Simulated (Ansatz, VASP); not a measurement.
**One calculation of SiC (Moissanite 3C), two programs**

The input INCAR:

```
PREC = Accurate
ENCUT = 520
EDIFF = 1E-6
ISMEAR = 0
SIGMA = 0.05
LREAL = F
LASPH = T
NELM = 100
ALGO = Normal
ISIF = 2
LWAVE = F
LCHARG = F
GGA = PE
NBANDS = 11
```

The input KPOINTS:

```
regular mesh
0
Gamma
  8 8 8
```

POSCAR

```
SiC
1.0
    0.0000000000      2.1898640504      2.1898640504
    2.1898640504      0.0000000000      2.1898640504
    2.1898640504      2.1898640504      0.0000000000
Si C
1 1
Direct
    0.0000000000      0.0000000000      0.0000000000
    0.2500000000      0.2500000000      0.2500000000
```

Input for Ansatz:

```yaml
crystal:
  lattice:
    - [0.0, 2.1898640504, 2.1898640504]
    - [2.1898640504, 0.0, 2.1898640504]
    - [2.1898640504, 2.1898640504, 0.0]
  atoms:
    - { symbol: Si, position: [0.0, 0.0, 0.0] }
    - { symbol: C, position: [0.25, 0.25, 0.25] }
basis:
  ecutwfc: 420
  ecutrho_ratio: 4
kpoints:
  mp_grid: { grid: [8, 8, 8] }
hamiltonian:
  xc: pbe
scf:
  occupations: { method: gaussian, width: 0.05 }
output:
  forces: true
  stress: true
  eigenvalues: true
```

Alike in both runs: task single point; functional PBE; k mesh 8 × 8 × 8; occupations gaussian, width 0.05 eV; no spin polarisation.

|  | VASP | Ansatz |
| --- | --- | --- |
| version | VASP 6.6.1 | Ansatz 0.2.0 |
| potentials or method | VASP PAW PBE potentials, release 64 (Si, C) | scalar-relativistic, plane waves, PAW |
| plane-wave cutoff (eV) | 520 | 420 |
| valence electrons in the cell | 8 | 8 |

|  | VASP | Ansatz | Ansatz less VASP |
| --- | --- | --- | --- |
| gap on the k mesh at the Fermi level (eV) | 1.37 | 1.37 | +0.002 |
| least direct gap on the mesh (eV) | 4.53 | 4.53 | +0.003 |
| pressure (GPa) | 0.0 | 0.0 | +0.05 |

A k mesh can miss the band edges. As with any semilocal functional, this PBE gap is likely too small.
